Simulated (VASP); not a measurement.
# Sn (Im-3m) in VASP: notebook

Runs on Sn. Level: PBEsol. Tasks: single point.

Program: VASP 6.6.1. These are calculated values, not measurements. Logs are shortened: lines on timing, memory, paths and dates and some standing lists are left out, and cuts for length are marked.

### Step 1. The crystal as given

It takes space group Im-3m (No. 229, cubic). The conventional cell has a = 3.789 Å, b = 3.789 Å, c = 3.789 Å, α = 90.00°, β = 90.00°, γ = 90.00°. Sn (site symmetry m-3m) is surrounded by 8 Sn at 3.28 Å.

This isn't the form of Sn at room conditions, which is tetragonal (white tin).

### Step 2. Single point, PBEsol

File INCAR:

```
SYSTEM = Sn
PREC = Accurate
ENCUT = 400
EDIFF = 0.01
ISMEAR = -1
SIGMA = 0.1
LREAL = .False.
LASPH = .True.
NELM = 100
ALGO = Normal
ISIF = 2
LWAVE = .False.
LCHARG = .False.
GGA = PS
NBANDS = 13
ADDGRID = .False.
```

File KPOINTS:

```
Automatic mesh
0
Gamma
  7 7 7
  0 0 0
```

File POSCAR:

```
Sn
1.0
   -1.8946518192      1.8946518192      1.8946518192
    1.8946518192     -1.8946518192      1.8946518192
    1.8946518192      1.8946518192     -1.8946518192
Sn
1
Direct
    0.0000000000      0.0000000000      0.0000000000
```

Potentials or basis: VASP PAW PBE potentials, release 64 (Sn_d).

Command:

```console
$ cat potpaw_PBE.64/Sn_d/POTCAR > POTCAR
$ mpirun -np 1 vasp_std > vasp.out
```

OUTCAR:

```text
SYSTEM = Sn
   PREC = Accurate
   ENCUT = 400
   EDIFF = 0.01
   ISMEAR = -1
   LREAL = .False.
   LASPH = .True.
   NELM = 100
   ISIF = 2
   GGA = PS

 Found     20 irreducible k-points:

 Following reciprocal coordinates:
            Coordinates               Weight
  0.000000  0.000000  0.000000      1.000000
  0.142857  0.000000  0.000000     12.000000
  0.285714  0.000000  0.000000     12.000000
  0.428571  0.000000  0.000000     12.000000
  0.142857  0.142857  0.000000     24.000000
  0.285714  0.142857  0.000000     48.000000
   k-points           NKPTS =     20   k-points in BZ     NKDIM =     20   number of bands    NBANDS=     13
   number of dos      NEDOS =    301   number of ions     NIONS =      1
   total plane-waves  NPLWV =  13824
   dimension x,y,z NGX =    24 NGY =   24 NGZ =   24
   dimension x,y,z NGXF=    48 NGYF=   48 NGZF=   48
   ions per type =               1
   NGX,Y,Z   is equivalent  to a cutoff of  12.16, 12.16, 12.16 a.u.
   NGXF,Y,Z  is equivalent  to a cutoff of  24.32, 24.32, 24.32 a.u.
 SYSTEM =  Sn
   PREC   = accura    normal or accurate (medium, high low for compatibility)
   ISTART =      0    job   : 0-new  1-cont  2-samecut
   ICHARG =      2    charge: 1-file 2-atom 10-const
   ISPIN  =      1    spin polarized calculation?
   LNONCOLLINEAR =      F non collinear calculations
   LSORBIT =      F    spin-orbit coupling
   LASPH  =      T    aspherical Exc in radial PAW
   ENCUT  =  400.0 eV  29.40 Ry    5.42 a.u.   5.35  5.35  5.35*2*pi/ulx,y,z
   NELM   =    100;   NELMIN=  2; NELMDL= -5     # of ELM steps
   EDIFF  = 0.1E-01   stopping-criterion for ELM
   LREAL  =      F    real-space projection
   EDIFFG = 0.1E+00   stopping-criterion for IOM
   NSW    =      0    number of steps for IOM
   IBRION =     -1    ionic relax: 0-MD 1-quasi-New 2-CG
   NFREE  =      0    steps in history (QN), initial steepest desc. (CG)
   ISIF   =      2    stress and relaxation
   ISYM   =      2    0-nonsym 1-usesym 2-fastsym
   POTIM  = 0.5000    time-step for ionic-motion
   TEBEG  =    0.0;   TEEND  =   0.0 temperature during run
   PSTRESS=    0.0 pullay stress
   NELECT =      14.0000    total number of electrons
   NUPDOWN=      -1.0000    fix difference up-down
   EMIN   =  10.00;   EMAX   =-10.00  energy-range for DOS
   EFERMI =   0.00;   METHOD = LEGACY
   ISMEAR =    -1;   SIGMA  =   0.10  broadening in eV -4-tet -1-fermi 0-gaus
   EFERMI_NEDOS =   21; number of points for ismear=-14 and -15
   IALGO  =     38    algorithm
   IMIX   =      4    mixing-type and parameters
     AMIX     =   0.40;   BMIX     =  1.00
     AMIX_MAG =   1.60;   BMIX_MAG =  1.00
  volume/ion in A,a.u.               =      27.20       183.59
  Fermi-wavevector in a.u.,A,eV,Ry     =   1.311902  2.479136 23.416813  1.721087
  Thomas-Fermi vector in A             =   2.442332
   LORBIT       =      0    0 simple, 1 ext, 2 COOP (PROOUT), +10 PAW based schemes
   GGA     = PS    functional components
   LHFCALC =     F    Hartree Fock is set to
   AEXX    =    0.0000 exact exchange contribution
   IVDW    =     0    specifies the selected vdW correction
   LEPSILON=     F    determine dielectric tensor
   LRPA    =     F    only Hartree local field effects (RPA)
 non-spin polarized calculation
  energy-cutoff  :      400.00
  volume of cell :       27.20
 maximum number of plane-waves:       531
 NGX is ok and might be reduce to    24
   NGX = 11   NGY = 11   NGZ = 11

 number of electron      13.9999996 magnetization

 Free energy of the ion-electron system (eV)
  ---------------------------------------------------
  ext. energy  EPLUGINS =         0.00000000
  ---------------------------------------------------
  free energy    TOTEN  =        -4.26124265 eV

  energy without entropy =       -4.24238738  energy(sigma->0) =       -4.25181502

 E-fermi :   8.1239     XC(G=0): -10.4952

 val. band max:        7.8958352174   @ k =   0.1429   0.1429   0.1429
 cond. band min:       8.2762815660   @ k =   0.2857   0.1429   0.1429
 fundamental gap:      0.3804463485
 Fermi energy:         8.1238579941

 k-point     1 :       0.0000    0.0000    0.0000
  band No.  band energies     occupation
      1     -13.5295      2.00000
      2     -13.5295      2.00000
      3     -13.5295      2.00000
      4     -13.3895      2.00000
      5     -13.3895      2.00000
      6      -3.1732      2.00000
      7      15.8565      0.00000
      8      15.8565      0.00000
      9      15.8565      0.00000
     10      20.0401      0.00000
     11      20.0401      0.00000
     12      20.0406      0.00000
     13      20.6654      0.00000

 k-point     2 :       0.1429    0.0000    0.0000
  band No.  band energies     occupation
      1     -13.5381      2.00000
      2     -13.5175      2.00000
      3     -13.4883      2.00000
      4     -13.3986      2.00000
      5     -13.3906      2.00000
      6      -2.7282      2.00000
      7      12.8254      0.00000
      8      14.4940      0.00000
      9      15.2937      0.00000
     10      17.8891      0.00000
     11      18.2618      0.00000
     12      19.6746      0.00000
     13      21.5923      0.00000

 k-point     3 :       0.2857    0.0000    0.0000
  band No.  band energies     occupation
      1     -13.5576      2.00000
      2     -13.5034      2.00000
      3     -13.4084      2.00000
      4     -13.3942      2.00000
      5     -13.3931      2.00000
      6      -1.3945      2.00000
      7       8.3143      0.25920
      8      12.6813      0.00000
      9      14.1715      0.00000
     10      16.5663      0.00000
     11      16.9233      0.00000
     12      20.5951      0.00000
     13      22.4469      0.00000

 k-point     4 :       0.4286    0.0000    0.0000
  band No.  band energies     occupation
      1     -13.5731      2.00000
      2     -13.5104      2.00000
      3     -13.4000      2.00000
      4     -13.3950      2.00000
      5     -13.3173      2.00000
      6       0.7184      2.00000
      7       4.4883      2.00000
      8      11.6471      0.00000
      9      13.4382      0.00000
     10      15.9407      0.00000
     11      16.2636      0.00000
     12      22.3789      0.00000
     13      23.5873      0.00000

 k-point     5 :       0.1429    0.1429    0.0000
  band No.  band energies     occupation
      1     -13.5395      2.00000
      2     -13.5120      2.00000
      3     -13.4240      2.00000
      4     -13.4100      2.00000
      5     -13.3926      2.00000
      6      -1.8381      2.00000
      7      10.1854      0.00000
      8      11.7825      0.00000
      9      13.8770      0.00000
     10      17.9054      0.00000
     11      18.2445      0.00000
     12      20.3647      0.00000
     13      22.2034      0.00000

 k-point     6 :       0.2857    0.1429    0.0000
  band No.  band energies     occupation
      1     -13.5520      2.00000
      2     -13.4965      2.00000
      3     -13.4096      2.00000
      4     -13.3997      2.00000
      5     -13.3525      2.00000
      6      -0.0890      2.00000
      7       6.5023      2.00000
      8       9.8977      0.00000
      9      12.7863      0.00000
     10      17.1537      0.00000
     11      19.2020      0.00000
     12      20.3881      0.00000
     13      24.3131      0.00000

 [... further k-points ...]
[... 5 lines left out ...]
  --------------------------------------------------------------------------------------
  -------------------------------------------------------------------------------------
  Total        0.6240504      0.6240504      0.6240504      0.0000000      0.0000000      0.0000000
  in kB       36.7520873     36.7520873     36.7520873      0.0000000      0.0000000      0.0000000
  external PRESSURE =      36.7520873 kB  Pullay stress =       0.0000000 kB

 VOLUME and BASIS-vectors are now :
 -----------------------------------------------------------------------------
  energy-cutoff  :      400.00
  volume of cell :       27.20
      direct lattice vectors                 reciprocal lattice vectors
    -1.894651819  1.894651819  1.894651819     0.000000000  0.263900731  0.263900731
     1.894651819 -1.894651819  1.894651819     0.263900731  0.000000000  0.263900731
     1.894651819  1.894651819 -1.894651819     0.263900731  0.263900731  0.000000000

 POSITION                                       TOTAL-FORCE (eV/Angst)
 -----------------------------------------------------------------------------------
      0.00000      0.00000      0.00000        -0.000000      0.000000      0.000000
 -----------------------------------------------------------------------------------
    total drift:                                0.000000      0.000000     -0.000000

  FREE ENERGIE OF THE ION-ELECTRON SYSTEM (eV)
  ---------------------------------------------------
  free  energy   TOTEN  =        -4.2612426537 eV

  energy  without entropy=       -4.2423873815  energy(sigma->0) =       -4.25181502
```

Wall time 3.1 s (1 thread of Intel Xeon Platinum 8375C at 2.90GHz (Ice Lake), shared host); peak memory 0.13 GiB.

The run converged, but some of its settings lie outside the range that counts as converged, so its numbers aren't taken as properties of the crystal.

Results:

```yaml
Free_energy: -4.2612 eV
Pressure: 3.7 GPa
Band_gap_on_the_k_mesh: none (metal or under the smearing width)
```

Caveat: the PAW data sets were made with another functional, which shifts forces and pressure a little.

### Step 3. Single point, PBEsol

INCAR, as its differences from that of step 2:

```diff
@@ -3,3 +3,3 @@
 ENCUT = 400
-EDIFF = 0.01
+EDIFF = 0.001
 ISMEAR = -1
```

KPOINTS is that of step 2.

POSCAR is that of step 2.

Potentials or basis: VASP PAW PBE potentials, release 64 (Sn_d).

Command:

```console
$ cat potpaw_PBE.64/Sn_d/POTCAR > POTCAR
$ mpirun -np 1 vasp_std > vasp.out
```

Wall time 3.7 s (1 thread of Intel Xeon Platinum 8375C at 2.90GHz (Ice Lake), shared host); peak memory 0.13 GiB.

The run converged, but some of its settings lie outside the range that counts as converged, so its numbers aren't taken as properties of the crystal.

Results:

```yaml
Free_energy: -4.2611 eV
Pressure: -2.3 GPa
Band_gap_on_the_k_mesh: none (metal or under the smearing width)
```

Caveat: the PAW data sets were made with another functional, which shifts forces and pressure a little.

### Step 4. Single point, PBEsol

INCAR, as its differences from that of step 3:

```diff
@@ -3,3 +3,3 @@
 ENCUT = 400
-EDIFF = 0.001
+EDIFF = 1E-4
 ISMEAR = -1
```

KPOINTS is that of step 3.

POSCAR is that of step 3.

Potentials or basis: VASP PAW PBE potentials, release 64 (Sn_d).

Command:

```console
$ cat potpaw_PBE.64/Sn_d/POTCAR > POTCAR
$ mpirun -np 1 vasp_std > vasp.out
```

OUTCAR:

```text
SYSTEM = Sn
   PREC = Accurate
   ENCUT = 400
   EDIFF = 1E-4
   ISMEAR = -1
   LREAL = .False.
   LASPH = .True.
   NELM = 100
   ISIF = 2
   GGA = PS

 Found     20 irreducible k-points:

 Following reciprocal coordinates:
            Coordinates               Weight
  0.000000  0.000000  0.000000      1.000000
  0.142857  0.000000  0.000000     12.000000
  0.285714  0.000000  0.000000     12.000000
  0.428571  0.000000  0.000000     12.000000
  0.142857  0.142857  0.000000     24.000000
  0.285714  0.142857  0.000000     48.000000
   k-points           NKPTS =     20   k-points in BZ     NKDIM =     20   number of bands    NBANDS=     13
[... 165 lines left out ...]
     11      19.2048      0.00000
     12      20.3880      0.00000
     13      24.3122      0.00000

 [... further k-points ...]
[... 5 lines left out ...]
  --------------------------------------------------------------------------------------
  -------------------------------------------------------------------------------------
  Total       -0.3040065     -0.3040065     -0.3040065      0.0000000      0.0000000      0.0000000
  in kB      -17.9038013    -17.9038013    -17.9038013      0.0000000      0.0000000      0.0000000
  external PRESSURE =     -17.9038013 kB  Pullay stress =       0.0000000 kB

 VOLUME and BASIS-vectors are now :
 -----------------------------------------------------------------------------
  energy-cutoff  :      400.00
  volume of cell :       27.20
      direct lattice vectors                 reciprocal lattice vectors
    -1.894651819  1.894651819  1.894651819     0.000000000  0.263900731  0.263900731
     1.894651819 -1.894651819  1.894651819     0.263900731  0.000000000  0.263900731
     1.894651819  1.894651819 -1.894651819     0.263900731  0.263900731  0.000000000

 POSITION                                       TOTAL-FORCE (eV/Angst)
 -----------------------------------------------------------------------------------
      0.00000      0.00000      0.00000         0.000000      0.000000     -0.000000
 -----------------------------------------------------------------------------------
    total drift:                                0.000000      0.000000      0.000000

  FREE ENERGIE OF THE ION-ELECTRON SYSTEM (eV)
  ---------------------------------------------------
  free  energy   TOTEN  =        -4.2610750748 eV

  energy  without entropy=       -4.2422201337  energy(sigma->0) =       -4.25164760
```

OSZICAR:

```text
N       E                     dE             d eps       ncg     rms          rms(c)
DAV:   1     0.731143225127E+02    0.73114E+02   -0.62356E+03   540   0.133E+03
DAV:   2     0.729219555661E+00   -0.72385E+02   -0.70263E+02   525   0.295E+02
DAV:   3    -0.418279048221E+01   -0.49120E+01   -0.48980E+01   651   0.680E+01
DAV:   4    -0.427798558269E+01   -0.95195E-01   -0.95178E-01   643   0.993E+00
DAV:   5    -0.428102930861E+01   -0.30437E-02   -0.30436E-02   645   0.177E+00    0.135E+00
DAV:   6    -0.426576114457E+01    0.15268E-01   -0.16713E-02   670   0.228E+00    0.722E-01
DAV:   7    -0.426134280980E+01    0.44183E-02   -0.91239E-03   650   0.158E+00    0.119E-01
DAV:   8    -0.426107497764E+01    0.26783E-03   -0.67968E-04   660   0.443E-01    0.200E-02
DAV:   9    -0.426107507484E+01   -0.97198E-07   -0.95986E-06   370   0.414E-02
   1 F= -.42610751E+01 E0= -.42516476E+01  d E =-.188549E-01
```

It took 3.8 s on 1 thread of Intel Xeon Platinum 8375C at 2.90GHz (Ice Lake), shared host; peak memory 0.13 GiB.

The run converged, but some of its settings lie outside the range that counts as converged, so its numbers aren't taken as properties of the crystal.

What came out:

* Free energy: -4.2611 eV
* Pressure: -1.8 GPa
* Band gap on the k mesh: none (metal or under the smearing width)

Caveat: the PAW data sets were made with another functional, which shifts forces and pressure a little.
